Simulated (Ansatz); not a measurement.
# SnO2: the cost of one run

Computed with Ansatz 0.2.0 (DFT PBE, scalar-relativistic, plane waves, PAW, unless a step's input says otherwise).

## Step 1: The system as given

The structure is orthorhombic, space group Imma (No. 74). The conventional cell has a = 6.498 Å, b = 6.829 Å, c = 6.828 Å, α = 90.00°, β = 90.00°, γ = 90.00°. Around Sn (site symmetry mm2) lie 6 O at 2.09 to 2.10 Å. Sn (site symmetry 2/m) has 6 O at 2.09 Å in its first shell of neighbours. O (site symmetry m) is surrounded by 3 Sn at 2.09 to 2.10 Å. O (site symmetry m) is surrounded by 3 Sn at 2.09 Å.

As a file:

```cif
data_structure
_symmetry_space_group_name_H-M 'Imma'
_symmetry_Int_Tables_number 74
_cell_length_a 6.4978
_cell_length_b 6.8289
_cell_length_c 6.8280
_cell_angle_alpha 90.000
_cell_angle_beta 90.000
_cell_angle_gamma 90.000
_cell_volume 302.98
loop_
_atom_site_label
_atom_site_type_symbol
_atom_site_symmetry_multiplicity
_atom_site_Wyckoff_symbol
_atom_site_fract_x
_atom_site_fract_y
_atom_site_fract_z
_atom_site_occupancy
Sn1 Sn 4 e 0.00000 0.25000 0.74640 1
Sn2 Sn 4 c 0.75000 0.25000 0.25000 1
O1 O 8 i 0.25272 0.75000 0.44350 1
O2 O 8 h 0.00000 0.44351 0.25406 1
```

The start is a polymorph listed in a database, not an invented cell.

## Step 2: A first look at the guess

File input.yaml:

```yaml
crystal:
  lattice:
    - [-3.24889708, 3.41446996, 3.41402102]
    - [3.24889708, -3.41446996, 3.41402102]
    - [3.24889708, 3.41446996, -3.41402102]
  atoms:
    - { symbol: Sn, position: [0.99640101, 0.74640101, 0.25] }
    - { symbol: Sn, position: [0.00359899, 0.25359899, 0.75] }
    - { symbol: Sn, position: [0.5, 0.0, 0.0] }
    - { symbol: Sn, position: [0.5, 0.5, 0.5] }
    - { symbol: O, position: [0.19350399, 0.69622601, 0.00272202] }
    - { symbol: O, position: [0.69756501, 0.25406, 0.44350501] }
    - { symbol: O, position: [0.19350399, 0.19078197, 0.49727798] }
    - { symbol: O, position: [0.31055499, 0.25406, 0.05649499] }
    - { symbol: O, position: [0.68944501, 0.74594, 0.94350501] }
    - { symbol: O, position: [0.30243499, 0.74594, 0.55649499] }
    - { symbol: O, position: [0.80649601, 0.80921803, 0.50272202] }
    - { symbol: O, position: [0.80649601, 0.30377399, 0.99727798] }
basis:
  ecutwfc: 420
kpoints:
  mp_grid: { grid: [4, 4, 4] }
hamiltonian:
  xc: pbe
scf:
  occupations: { method: gaussian, width: 0.1 }
  lower_state_search: "off"
output:
  forces: true
  stress: true
  eigenvalues: true
```

On the command line:

```bash
$ ansatz run input.yaml --threads 1 --pin off --max-ram 2560MiB --backend cpu --events-out ev --progress --plain --runs-dir out
```

What time and memory should one allow on 1 thread of Arm Neoverse V2, shared host?

About 8.9 s, with a peak of 0.44 GiB.
